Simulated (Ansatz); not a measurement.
**How much does the functional matter for the cell of Te$_{2}$Mo?**

The starting cell is an entry of the Crystallography Open Database (1963):

```yaml
crystal:
  lattice:
    - [3.51820, 0.00000, 0.00000]
    - [-1.75910, 3.04685, 0.00000]
    - [0.00000, 0.00000, 13.97360]
  atoms:
    - { symbol: Te, position: [0.33333, 0.66667, 0.62100] }
    - { symbol: Te, position: [0.66667, 0.33333, 0.12100] }
    - { symbol: Te, position: [0.33333, 0.66667, 0.87900] }
    - { symbol: Te, position: [0.66667, 0.33333, 0.37900] }
    - { symbol: Mo, position: [0.33333, 0.66667, 0.25000] }
    - { symbol: Mo, position: [0.66667, 0.33333, 0.75000] }
```

Atoms and cell were relaxed at zero pressure with plane-wave PAW DFT (Ansatz 0.2.0; one set of PAW datasets, made under PBE, for all functionals; 420 eV, r2SCAN 500 eV; 12×12×2 Γ-centred mesh, fermi-dirac occupations of width 0.020 eV; no spin polarisation, no spin-orbit coupling, no dispersion correction), keeping the symmetry (P6_3/mmc, No. 194).

Problem. How do the functionals compare with each other and with the entry?

Solution. The relaxed conventional cells:

| functional | a (Å) | c (Å) | volume (Å³/atom) | formation energy (eV/atom) |
| --- | --- | --- | --- | --- |
| LDA | 3.472 | 13.770 | 23.96 | -0.291 |
| PBEsol | 3.494 | 14.010 | 24.69 | -0.287 |
| PBE | 3.557 | 15.253 | 27.86 | -0.267 |
| r2SCAN | 3.563 | 14.727 | 26.99 | -0.304 |
| the entry | 3.518 | 13.974 | 24.96 | – |

LDA gives the smallest volume and PBE the largest, 16.3 % more, the usual order, since LDA overbinds and PBE's gradient terms loosen the lattice. Against the entry's volume: LDA -4.0 %, PBEsol -1.1 %, PBE +11.6 %, r2SCAN +8.1 %. No verdict is drawn from this: the entry is old or was flagged in a check, so the entry may be off as well as the functionals. The axis c stretches most from LDA to PBE (10.8 %), the mark of a weakly bound direction, where the missing dispersion matters. The formation energies span 0.04 eV an atom, lowest under r2SCAN.

Caveats: each relaxation keeps the start's symmetry, so a distorted cell may lie lower; computed cells are at 0 K with fixed nuclei, while the entry holds thermal expansion, often some tenths of a per cent in volume and more in soft crystals; no spin-orbit coupling, which moves formation energies of heavy elements; without dispersion the spacing of weakly bound layers is ill defined; formation energies are at zero smearing against the elements' usual phases under the same functional, gases as free molecules, uncorrected.
